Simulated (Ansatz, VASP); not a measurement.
**One calculation of MgB2, two programs**

```
Mg B
1.0
     3.12560    0.00000    0.00000
    -1.56280    2.70685    0.00000
     0.00000    0.00000    3.56936
Mg B
1 2
Direct
  0.00000 0.00000 0.00000
  0.33333 0.66667 0.50000
  0.66667 0.33333 0.50000
```

Change from the starting cell: volume scaled by 1.04.

Alike in both runs: task single point; functional LDA; k mesh 15 × 15 × 12; occupations fermi-dirac, width 0.05 eV; no spin polarisation.

|  | VASP | Ansatz |
| --- | --- | --- |
| version | VASP 6.6.1 | Ansatz 0.2.0 |
| potentials or method | VASP PAW LDA potentials, release 64 (Mg, B), cutoff 520 eV | all-electron LAPW, scalar-relativistic |

```csv
,VASP,Ansatz,Ansatz less VASP
pressure (GPa),-13.1,-12.6,+0.57
largest component of the traceless stress (GPa),2.96,3.08,+0.116
```

Ansatz ran all-electron here, so the differences hold the error of VASP's frozen core and of both bases.
